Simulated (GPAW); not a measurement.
# GaAs (F-43m) in GPAW: settings compared

One crystal, GaAs, is run at these levels: BEEF-vdW, PBE, OLYP; tasks: equation of state, band structure.

Program: GPAW 26.7.0. These are calculated values, not measurements. Logs are shortened: lines on timing, memory, paths and dates and some standing lists are left out, and cuts for length are marked. The log counts tension as positive stress, the text compression.

**Experimental background.**

“Evidence of valence band perturbations in GaAsN/GaAs(001): A combined variable-angle spectroscopic ellipsometry and modulated photoreflectance investigation”, 2008, arxiv:0805.2212 reports, for a bulk crystal of GaAs at 300 K: band gap 1.418 ± 0.005 eV (direct).

The runs below are set against these values where they give the same quantity.

## Step 1: The structure

The structure is cubic, space group F-43m (No. 216). The conventional cell has a = 5.654 Å, b = 5.654 Å, c = 5.654 Å, α = 90.00°, β = 90.00°, γ = 90.00°. As (site symmetry -43m) has 4 Ga at 2.45 Å as nearest neighbours. Ga (site symmetry -43m) has 4 As at 2.45 Å as nearest neighbours.

## Step 2: Equation of state, BEEF-vdW

File run.py:

```python
from ase.eos import EquationOfState
from ase.io import Trajectory, read
from ase.units import GPa
from gpaw import GPAW, PW

atoms = read('POSCAR')

traj = Trajectory('eos.traj', 'w')
volumes, energies = [], []
for x in [0.94, 0.96, 0.98, 1.0, 1.02, 1.04, 1.06]:
    a = atoms.copy()
    a.set_cell(atoms.cell * x**(1 / 3), scale_atoms=True)
    calc = GPAW(mode=PW(600),
                xc={'name': 'BEEF-vdW', 'backend': 'libvdwxc'},
                kpts={'size': (8, 8, 8), 'gamma': True},
                occupations={'name': 'fermi-dirac', 'width': 0.05},
                nbands=11,
                convergence={'density': 1e-05, 'energy': 1e-05},
                maxiter=150,
                txt=f'eos-{x:.2f}.txt')
    a.calc = calc
    energies.append(a.get_potential_energy(force_consistent=True))
    volumes.append(a.get_volume())
    calc.write(f'eos-{x:.2f}.gpw')
    traj.write(a)
    print(f'{x:.2f} {volumes[-1]:10.4f} A^3 {energies[-1]:14.6f} eV', flush=True)

v0, e0, B = EquationOfState(volumes, energies, eos='birchmurnaghan').fit()
print(f'V0 = {v0:.4f} A^3, E0 = {e0:.6f} eV, B0 = {B / GPa:.2f} GPa')
```

File POSCAR:

```
GaAs
1.0
    0.0000000000      2.8268500000      2.8268500000
    2.8268500000      0.0000000000      2.8268500000
    2.8268500000      2.8268500000      0.0000000000
As Ga
1 1
Direct
    0.7500000000      0.7500000000      0.7500000000
    0.0000000000      0.0000000000      0.0000000000
```

Potentials or basis: GPAW PAW data sets (gpaw-data 1.2.1), pw.

The run is started by

```console
> OMP_NUM_THREADS=1 python run.py
```

The log of the run:

```text
__  _  _
 | _ |_)|_||  |
 |__||  | ||/\| - 26.7.0

Input parameters:
  mode=PW(ecut=600.0),
  convergence={'density': 1e-05, 'energy': 1e-05},
  kpts=MonkhorstPack(size=(8, 8, 8), gamma=True),
  maxiter=150,
  nbands=11,
  occupations=Occupations(name='fermi-dirac', width=0.05),
  xc=XC(name='BEEF-vdW', backend='libvdwxc')

Diagonalizing LCAO Hamiltonian
Converting LCAO to pw mode

                    As

       Ga

Atoms  # Å, Bohr magnetons
|   | symbol |        x |        y |        z |    initial magnetic moments |
|---|--------|----------|----------|----------|-----------------------------|
| 0 |     As | 4.153714 | 4.153714 | 4.153714 | ( 0.0000,  0.0000,  0.0000) |
| 1 |     Ga | 0.000000 | 0.000000 | 0.000000 | ( 0.0000,  0.0000,  0.0000) |

Unit cell  # Å
| periodic |        x |        y |        z |  lengths |    angles |
|----------|----------|----------|----------|----------|-----------|
|      yes | 0.000000 | 2.769143 | 2.769143 | 3.916160 | 60.000000 |
|      yes | 2.769143 | 0.000000 | 2.769143 | 3.916160 | 60.000000 |
|      yes | 2.769143 | 2.769143 | 0.000000 | 3.916160 | 60.000000 |

Number of symmetries: 24
Symmetry operations  # r_c * U_cc + t_c -> r_c
|    | kind |            matrix            |
|----|------|------------------------------|
|  0 |  E   |  1, 0, 0,  0, 1, 0,  0, 0, 1 |
|  1 |  σ   |  1, 0, 0,  0, 0, 1,  0, 1, 0 |
|  2 |  σ   |  1, 0,-1,  0, 1,-1,  0, 0,-1 |
|  3 |  C3  |  1, 0,-1,  0, 0,-1,  0, 1,-1 |
|  4 |  C3  |  1,-1, 0,  0,-1, 1,  0,-1, 0 |
|  5 |  σ   |  1,-1, 0,  0,-1, 0,  0,-1, 1 |
|  6 |  σ   |  0, 1, 0,  1, 0, 0,  0, 0, 1 |
|  7 |  C3  |  0, 1, 0,  0, 0, 1,  1, 0, 0 |
|  8 |  C2  |  0, 1,-1,  1, 0,-1,  0, 0,-1 |
|  9 |  S4  |  0, 1,-1,  0, 0,-1,  1, 0,-1 |
| 10 |  C3  |  0, 0, 1,  1, 0, 0,  0, 1, 0 |
| 11 |  σ   |  0, 0, 1,  0, 1, 0,  1, 0, 0 |
| 12 |  S4  |  0, 0,-1,  1, 0,-1,  0, 1,-1 |
| 13 |  C3  |  0, 0,-1,  0, 1,-1,  1, 0,-1 |
| 14 |  S4  |  0,-1, 1,  1,-1, 0,  0,-1, 0 |
| 15 |  C2  |  0,-1, 1,  0,-1, 0,  1,-1, 0 |
| 16 |  C3  |  0,-1, 0,  1,-1, 0,  0,-1, 1 |
| 17 |  S4  |  0,-1, 0,  0,-1, 1,  1,-1, 0 |
| 18 |  S4  | -1, 1, 0, -1, 0, 1, -1, 0, 0 |
| 19 |  C3  | -1, 1, 0, -1, 0, 0, -1, 0, 1 |
| 20 |  C3  | -1, 0, 1, -1, 1, 0, -1, 0, 0 |
| 21 |  S4  | -1, 0, 1, -1, 0, 0, -1, 1, 0 |
| 22 |  σ   | -1, 0, 0, -1, 1, 0, -1, 0, 1 |
| 23 |  C2  | -1, 0, 0, -1, 0, 1, -1, 1, 0 |

BZ-sampling:
  Number of BZ points: 512
  Number of IBZ points: 29

  Monkhorst-Pack size: [8, 8, 8]
  Monkhorst-Pack shift: [0.0625, 0.0625, 0.0625]

K-points  # in reciprocal-cell coordinates
|     |                                coordinates |     weight |
|-----|--------------------------------------------|------------|
|   0 | (  0.00000000,   0.00000000,   0.00000000) | 0.00195312 |
|   1 | (  0.12500000,   0.12500000,   0.00000000) | 0.01171875 |
|   2 | (  0.12500000,   0.12500000,   0.12500000) | 0.01562500 |
|   3 | (  0.25000000,   0.12500000,   0.12500000) | 0.02343750 |
|   4 | (  0.25000000,   0.25000000,   0.00000000) | 0.01171875 |
|   5 | (  0.25000000,   0.25000000,   0.12500000) | 0.04687500 |
|   6 | (  0.25000000,   0.25000000,   0.25000000) | 0.01562500 |
|   7 | (  0.37500000,   0.25000000,  -0.37500000) | 0.04687500 |
|   8 | (  0.37500000,   0.25000000,   0.12500000) | 0.04687500 |
|   9 | (  0.37500000,   0.25000000,   0.25000000) | 0.04687500 |
| ... |                                            |            |
|  28 | (  0.50000000,   0.50000000,   0.50000000) | 0.00781250 |

Plane wave coefficients: 1428
Cutoff: 600.0 eV

Spin-components: 1 (collinear spins)
Bands:           11
Projectors:      10
Spin-degeneracy: 2
Datatype:        complex128

Parallelization:
  kpt:    1
  domain: 1
  band:   1

Density:
  Valence electrons: 8.0
  Components: 1
  Grid points: [24 24 24]
  Charge: 0.0  # |e|

Potential:
  Grid points: [24 24 24]

species:
  As:
    name:    Arsenic
    Z:       33.0
    valence: 5
    core:    28
    charge:  0.0  # [|e|]
    compensation charges:
      type: gauss
      rc: 0.33  # [Å]
      lmax: 2
    cutoffs:
      filter: 1.87  # [Å]
      core: 2.96  # [Å]
    projectors
    | kind |    occ | energy [eV] | rcut [Å] |
    |------|--------|-------------|----------|
    |   4s |  2.000 |     -14.487 |    1.058 |
    |   4p |  3.000 |      -5.196 |    1.058 |
    |    s |        |      12.725 |    1.058 |
    |    p |        |      22.016 |    1.058 |
    |    d |        |       0.000 |    1.058 |

    Using partial waves for As as LCAO basis

  Ga:
    name:    Gallium
    Z:       31.0
    valence: 3
    core:    28
    charge:  0.0  # [|e|]
    compensation charges:
      type: gauss
      rc: 0.37  # [Å]
      lmax: 2
    cutoffs:
      filter: 2.06  # [Å]
      core: 4.17  # [Å]
    projectors
    | kind |    occ | energy [eV] | rcut [Å] |
    |------|--------|-------------|----------|
    |   4s |  2.000 |      -8.945 |    1.164 |
    |   4p |  1.000 |      -2.580 |    1.164 |
    |    s |        |      18.266 |    1.164 |
    |    p |        |      24.631 |    1.164 |
    |    d |        |       0.000 |    1.164 |

    Using partial waves for Ga as LCAO basis

Reference energy: -114387.645129  # eV

eigensolver:
  PPCG
  Converge bands: occupied
  niter=2

density mixing:
  MSR1-Mixer
  Pratt-step length: 0.05
  Maximum mixing coefficient: 0.75
  Old densities: 10
  SVD Regularization: 0.005
  Good broyden scale: 1.0
  Trust region scale: 1.0
  Backstep threshold: 4.0
  History deletion threshold: 6.0
  Fourier metric: weight=20.0, sigma=0.015

occupation numbers:
  Fermi-Dirac:
    width: 0.0500  # eV

poisson solver:
  ecut: 4800.0  # eV

xc functional:
  name: vdW-BEEF with libvdwxc
  Mode: serial
  Semilocal: BEEVDW with 2 nearest neighbor stencil
  Corresponding non-local functional: vdW-DF2
  Local blocksize: 48 x 48 x 48
  PAW datasets: PBE

convergence criteria:
- Maximum integral of absolute [dens]ity change: 1e-05 electrons / valence electron
- Maximum [total energy] change in last 3 cyles: 1e-05 eV / valence electron
- Maximum integral of absolute [eigenst]ate change: 4e-08 eV^2 / valence electron
maximum number of iterations: 150

SCF iterations
|iter     | |      energy | eigst |  dens |
|---------|-|-------------|-------|-------|
|iter:   1| | -174.297846 | -0.58 |       |
|iter:   2| | -174.279640 | -2.85 | -0.88 |
|iter:   3| | -174.180324 | -1.97 | -0.91 |
|iter:   4| | -174.182960 | -3.57 | -1.48 |
|iter:   5| | -174.183449 | -4.58 | -1.98 |
|iter:   6| | -174.183459 | -5.48 | -2.74 |
|iter:   7| | -174.183461c| -7.38 | -3.54 |
|iter:   8| | -174.183461c| -7.96c| -3.94 |
|iter:   9| | -174.183461c| -8.45c| -5.18c|

Converged in 9 steps
Energy contributions relative to reference atoms: (reference = -114387.645129)

Energy contributions:
  Kinetic:          41.528708
  Coulomb:         -36.528997
  Zero:              0.081328
  External:          0.000000
  Xc:             -179.264499
  Entropy:          -0.000000
  Spinorbit:         0.000000
  ----------------------------
  Free energy:    -174.183461
  Extrapolated:   -174.183461

dipole moment: (-10.641122, -10.641122, -10.641122)  # |e|*Ang

Fermi level: 6.009
Eigenvalues  # (at kpt = [0.000, 0.000, 0.000])
| band index |      eig [eV] | occ [0-2] |
|------------|---------------|-----------|
|          0 |        -7.681 |     2.000 |
|          1 |         5.418 |     2.000 |
|          2 |         5.418 |     2.000 |
|          3 |         5.418 |     2.000 |
|          4 |         6.549 |     0.000 |
|          5 |         9.283 |     0.000 |
|          6 |         9.283 |     0.000 |
|          7 |         9.283 |     0.000 |
|          8 |        13.475 |     0.000 |
|          9 |        15.627 |     0.000 |
|         10 |        15.627 |     0.000 |

Gap: 1.131 eV
Transition (v -> c):
  (s=0, k=0, n=3, [0.00, 0.00, 0.00]) -> (s=0, k=0, n=4, [0.00, 0.00, 0.00])
No difference between direct/indirect transitions
# Writing to eos-0.94.gpw (mode='')
```

Run time: 58 s. Hardware: 1 thread of Intel Xeon Platinum 8488C (Sapphire Rapids), shared host; peak memory 0.29 GiB.

What came out:

```
Equilibrium volume : 24.33 Å³/atom (rough: see the caveat)
Bulk modulus       : 58 GPa (rough)
```

Energy against volume, from the lowest point:
```tsv
volume (Å³/atom)	energy (meV/atom)
21.234	93.40
21.686	64.89
22.138	42.33
22.590	25.11
23.041	12.67
23.493	4.55
23.945	0.00
```

Caveat: the minimum lies outside the volumes run; the PAW data sets were made with another functional, which shifts forces and pressure a little.

[end of part 1 of 3]
